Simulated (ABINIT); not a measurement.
KTaO3:

```
CELL_PARAMETERS angstrom
3.98830 0.00000 0.00000
0.00000 3.98830 0.00000
0.00000 0.00000 3.98830
ATOMIC_POSITIONS crystal
Ta 0.00000 0.00000 0.00000
K 0.50000 0.50000 0.50000
O 0.00000 0.00000 0.50000
O 0.00000 0.50000 0.00000
O 0.50000 0.00000 0.00000
```

Base run:

| Item | Value |
| --- | --- |
| Program | ABINIT 10.8.3 (patched build) |
| Functional | PBE |
| Potentials or basis | JTH PAW PBE v2.0 |
| Cutoff | 517 eV |
| k mesh | 5 × 5 × 5 |
| Occupations | fermi-dirac, width 0.05 eV |
| Spin | no spin polarisation |

Its results: band gap on the k mesh 2.29 eV, indirect (least direct gap 2.80 eV).

**Question.** The run is repeated on the same cell with these changes: functional from PBE to LDA; potentials or basis from JTH PAW PBE v2.0 to PseudoDojo NC SR LDA v0.4.1 standard; cutoff from 517 eV to 952 eV. What comes out?

**Answer.** Band gap on the k mesh 2.20 eV, indirect (least direct gap 2.73 eV).

Caveats: spin-orbit coupling is left out, which moves the levels of the heavy elements; an odd mesh through Γ misses points on the zone boundary, where band edges often lie; the atomic spheres overlap (some runs).
